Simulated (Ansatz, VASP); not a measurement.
# CsH in VASP and in Ansatz

File INCAR:

```
PREC = Accurate ; ENCUT = 520
EDIFF = 1E-6 ; ISMEAR = 0
SIGMA = 0.05 ; LREAL = False
LASPH = True ; NELM = 60
ALGO = Normal ; ISIF = 2
LWAVE = False ; LCHARG = False
GGA = CA ; NBANDS = 12
```

KPOINTS

```
Automatic mesh
0
Gamma
  8 8 8
```

Contents of POSCAR:

```
CsH
1.0
    3.8184085400      0.0000000000      0.0000000000
    0.0000000000      3.8184085400      0.0000000000
    0.0000000000      0.0000000000      3.8184085400
Cs H
1 1
Direct
    0.0000000000      0.0000000000      0.0000000000
    0.5000000000      0.5000000000      0.5818403785
```

Input for Ansatz:

```yaml
crystal:
  lattice:
    - [3.81840854, 0.0, 0.0]
    - [0.0, 3.81840854, 0.0]
    - [0.0, 0.0, 3.81840854]
  atoms:
    - { symbol: Cs, position: [0.0, 0.0, 0.0] }
    - { symbol: H, position: [0.5, 0.5, 0.5818403785] }
basis:
  ecutwfc: 420
kpoints:
  mp_grid: { grid: [8, 8, 8] }
hamiltonian:
  xc: lda
scf:
  occupations: { method: gaussian, width: 0.05 }
output:
  forces: true
  stress: true
  eigenvalues: true
```

Change from the starting cell: all H atoms moved +0.312 Å, as atom 2 along Cartesian [0 0 1].

Alike in both runs: task single point; functional LDA; k mesh 8 × 8 × 8; occupations gaussian, width 0.05 eV; no spin polarisation.

|  | VASP | Ansatz |
| --- | --- | --- |
| version | VASP 6.6.1 | Ansatz 0.2.0 |
| potentials or method | VASP PAW LDA potentials, release 64 (Cs_sv, H) | scalar-relativistic, plane waves, PAW |
| plane-wave cutoff (eV) | 520 | 420 |
| valence electrons in the cell | 10 | 10 |

Ansatz gave:

| Property | Result |
| --- | --- |
| gap on the k mesh at the Fermi level (eV) | 2.46 |
| least direct gap on the mesh (eV) | 2.55 |
| pressure (GPa) | -1.7 |
| largest component of the traceless stress (GPa) | 0.09 |
| rms of the force components (eV/Å) | 0.057 |

Task: What did VASP give for the same quantities?

Result: gap on the k mesh at the Fermi level (eV): 2.43; least direct gap on the mesh (eV): 2.54; pressure (GPa): -1.6; largest component of the traceless stress (GPa): 0.09; rms of the force components (eV/Å): 0.058.

Atom by atom the forces differ by 0.002 eV/Å (rms over components).

Caveats: spin-orbit coupling is left out, which moves the levels of the heavy elements. A k mesh can miss the band edges.
